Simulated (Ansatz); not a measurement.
Te under compression and expansion

```
Te
1.0
     4.45800    0.00000    0.00000
    -2.22900    3.86074    0.00000
     0.00000    0.00000    5.92500
Te
3
Cartesian
  3.3212 0.0000 1.9750
  -1.6606 2.8763 3.9500
  0.5684 0.9845 0.0000
```

The cell is COD entry 1531230, as deposited and not checked against the literature; nothing was relaxed.

No spin–orbit coupling, which matters for the heavy atoms here.

Levels of theory: DFT, PBE, all-electron LAPW, scalar-relativistic (Ansatz 0.2.0); DFT, PBE, PAW with Ansatz's default frozen-core files, scalar-relativistic (Ansatz 0.2.0).

For LAPW: a Γ-centred 9×9×6 k mesh, Fermi–Dirac smearing of 0.08 eV, basis error target 0.5 meV/atom, no spin polarisation. PAW takes a cutoff of 420 eV at this cell. The Ansatz runs share mesh, smearing and spin set-up. Plane-wave (PAW) pressures include the program's estimate of the Pulay term.

The cell above is scaled evenly, with fractional coordinates and shape held.

| V/V(cell) | V (Å³/atom) | P, LAPW (GPa) | P, PAW (GPa) | gap on the k mesh, LAPW (eV) | free energy over the lowest listed, PAW (meV/atom) |
| --- | --- | --- | --- | --- | --- |
| 0.9400 | 31.953 | 7.11 | 7.10 | 0.17 | 84.6 |
| 0.9600 | 32.632 | 5.65 | 5.64 | 0.17 | 57.6 |
| 0.9800 | 33.312 | 4.33 | 4.32 | 0.17 | 36.5 |
| 0.9900 | 33.652 | 3.72 | 3.72 | 0.17 | 28.0 |
| 1.0000 | 33.992 | 3.15 | 3.14 | 0.17 | 20.7 |
| 1.0100 | 34.332 | 2.60 | 2.60 | 0.17 | 14.6 |
| 1.0200 | 34.672 | 2.09 | 2.08 | 0.18 | 9.7 |
| 1.0400 | 35.352 | 1.13 | 1.12 | 0.18 | 2.9 |
| 1.0600 | 36.032 | 0.27 | 0.26 | 0.18 | 0.0 |
